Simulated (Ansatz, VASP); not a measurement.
**Nb: VASP beside Ansatz**

```
CELL_PARAMETERS angstrom
0.00000 2.06971 2.06971
2.06971 0.00000 2.06971
2.06971 2.06971 0.00000
ATOMIC_POSITIONS crystal
Nb 0.00000 0.00000 0.00000
```

Alike in both runs: functional LDA; k mesh 18 × 18 × 18; occupations gaussian, width 0.1 eV; no spin polarisation.

Ansatz relaxed the structure, and its values are those at the end. VASP's run is a single point on that final structure, the one shown.

|  | VASP | Ansatz |
| --- | --- | --- |
| version | VASP 6.6.1 | Ansatz 0.2.0 |
| potentials or method | VASP PAW LDA potentials, release 64 (Nb_sv) | scalar-relativistic, plane waves, PAW |
| plane-wave cutoff (eV) | 520 | 420 |
| valence electrons in the cell | 13 | 13 |

Ansatz gave:

```
gap on the k mesh at the Fermi level (eV) : none
pressure (GPa)                            : 0.0
```

Task: What did VASP give for the same quantities?

Result: gap on the k mesh at the Fermi level (eV): none; pressure (GPa): -0.1.

A gap of «none» marks a metal or a gap that the smearing closes.
